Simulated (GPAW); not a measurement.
The system is LiH.

```xyz
2
Lattice="0.0000 2.0368 2.0368 2.0368 0.0000 2.0368 2.0368 2.0368 0.0000" Properties=species:S:1:pos:R:3 pbc="T T T"
Li    0.0000    0.0000    0.0000
H     2.0368    2.0368    2.0368
```

Base run:

* Program: GPAW 26.7.0
* Functional: PBEsol
* Potentials or basis: PAW data sets generated in the run's folder for this functional
* Cutoff: 800 eV
* Basis: pw
* k mesh: 11 × 11 × 11
* Occupations: fermi-dirac, width 0.05 eV
* Spin: no spin polarisation

Its results: band gap on the k mesh 2.98 eV, direct; pressure -2.2 GPa.

Task: The run is repeated on the same cell with these changes: functional from PBEsol to PBE; potentials or basis from PAW data sets generated in the run's folder for this functional to GPAW PAW data sets (gpaw-data 1.2.1). What comes out?

Result: Band gap on the k mesh 3.19 eV, direct; pressure -1.2 GPa.

Caveats: the mesh misses the band edges, which the band path finds closer together.
